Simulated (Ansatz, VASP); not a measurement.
AlRu, level by level in two programs

```
CELL_PARAMETERS angstrom
2.97152 0.00000 0.00000
0.00000 2.97152 0.00000
0.00000 0.00000 2.97152
ATOMIC_POSITIONS crystal
Ru 0.50000 0.50000 0.50000
Al 0.00000 0.00000 0.00000
```

Single points on this cell with VASP 6.6.1 and Ansatz 0.2.0. Each row is one pair of runs. Alike in all rows: spin: off; k mesh: 9 × 9 × 9; smearing: fermi-dirac, width 0.05 eV.

| level | VASP's potentials, cutoff | Ansatz's potentials, cutoff | gap on the k mesh at the Fermi level (eV), VASP | gap on the k mesh at the Fermi level (eV), Ansatz | pressure (GPa), VASP | pressure (GPa), Ansatz |
| --- | --- | --- | --- | --- | --- | --- |
| r2SCAN | VASP PAW PBE potentials, release 64 (Ru_pv, Al), 520 eV | Ansatz PAW, 500 eV | ? | none | ? | 2.4 |
| LDA | VASP PAW LDA potentials, release 64 (Ru_pv, Al), 520 eV | Ansatz PAW, 420 eV | none | none | -3.5 | -4.0 |
| PBEsol | VASP PAW PBE potentials, release 64 (Ru_pv, Al), 520 eV | Ansatz PAW, 420 eV | none | none | 1.1 | 1.0 |

Q: Fill in what VASP gave in row 1.

A: gap on the k mesh at the Fermi level (eV): none; pressure (GPa): 2.6.

A gap of «none» marks a metal or a gap that the smearing closes.

Caveats: the PAW data sets were made with another functional, which shifts forces and pressure a little (VASP); the PAW data sets come from PBE, with cores solved anew for the run's functional, which leaves a small shift of forces and pressure (Ansatz).
